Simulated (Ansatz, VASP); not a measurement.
Al: VASP beside Ansatz

```xyz
1
Lattice="-1.6129 1.6129 1.4967 1.6129 -1.6129 1.4967 1.6129 1.6129 -1.4967" Properties=species:S:1:pos:R:3 pbc="T T T"
Al    0.0000    0.0000    0.0000
```

Alike in both runs: task single point; functional PBE; k mesh 22 × 22 × 22; occupations gaussian, width 0.15 eV; no spin polarisation.

|  | VASP | Ansatz |
| --- | --- | --- |
| version | VASP 6.6.1 | Ansatz 0.2.0 |
| potentials or method | VASP PAW PBE potentials, release 64 (Al) | scalar-relativistic, plane waves, PAW |
| plane-wave cutoff (eV) | 520 | 420 |
| valence electrons in the cell | 3 | 3 |

|  | VASP | Ansatz | Ansatz less VASP |
| --- | --- | --- | --- |
| gap on the k mesh at the Fermi level (eV) | none | none | - |
| pressure (GPa) | 6.9 | 6.9 | +0.02 |
| largest component of the traceless stress (GPa) | 1.31 | 1.30 | -0.014 |

A gap of «none» marks a metal or a gap that the smearing closes. The functional is the same, so the differences come from potentials, cutoffs and numerics.
